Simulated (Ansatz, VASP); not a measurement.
## As: VASP beside Ansatz

The input INCAR:

```
SYSTEM = As
PREC = Accurate
ENCUT = 520
EDIFF = 1E-7
ISMEAR = 0
SIGMA = 1.0
LREAL = .False.
LASPH = .True.
NELM = 60
ALGO = Normal
ISIF = 2
LWAVE = .False.
LCHARG = .False.
GGA = PE
NBANDS = 12
```

KPOINTS

```
Automatic mesh
0
Gamma
  10 10 10
  0 0 0
```

POSCAR

```
As
1.0
    1.9036109523      1.0990502958      3.6081612956
   -1.9036109523      1.0990502958      3.6081612956
    0.0000000000     -2.1981005915      3.6081612956
As
2
Direct
    0.7737100447      0.7737100447      0.7737100447
    0.2262899553      0.2262899553      0.2262899553
```

Input for Ansatz:

```yaml
crystal:
  lattice:
    - [1.9036109523, 1.0990502958, 3.6081612956]
    - [-1.9036109523, 1.0990502958, 3.6081612956]
    - [0.0, -2.1981005915, 3.6081612956]
  atoms:
    - { symbol: As, position: [0.7737100447, 0.7737100447, 0.7737100447] }
    - { symbol: As, position: [0.2262899553, 0.2262899553, 0.2262899553] }
hamiltonian:
  xc: pbe
  pseudopotentials:
    kind: paw
    azcp:
      As: "pseudopotentials/As.paw.azcp"
basis:
  ecutwfc: 420
  fft_grid_basis: typed
kpoints:
  mp_grid: { grid: [10, 10, 10], shift: [0, 0, 0] }
magnetization:
  spin_polarized: false
scf:
  occupations: { method: gaussian, width: 1.0 }
  lower_state_search: "off"
output:
  stress: true
```

Alike in both runs: task single point; functional PBE; k mesh 10 × 10 × 10; occupations gaussian, width 1 eV; no spin polarisation.

|  | VASP | Ansatz |
| --- | --- | --- |
| version | VASP 6.6.1 | Ansatz 0.2.0 |
| potentials or method | VASP PAW PBE potentials, release 64 (As) | plane waves (420 eV) with PAW, scalar-relativistic |
| plane-wave cutoff (eV) | 520 | 420 |
| valence electrons in the cell | 10 | 30 |

Ansatz gave:

```
pressure (GPa)                                  : 0.2
largest component of the traceless stress (GPa) : 0.30
```

Task: Estimate VASP's values.

Result: Pressure (GPa): 0.4; largest component of the traceless stress (GPa): 0.24.

The functional is the same, so the differences come from potentials, cutoffs and numerics. The two sets of potentials don't hold the same shells in valence.
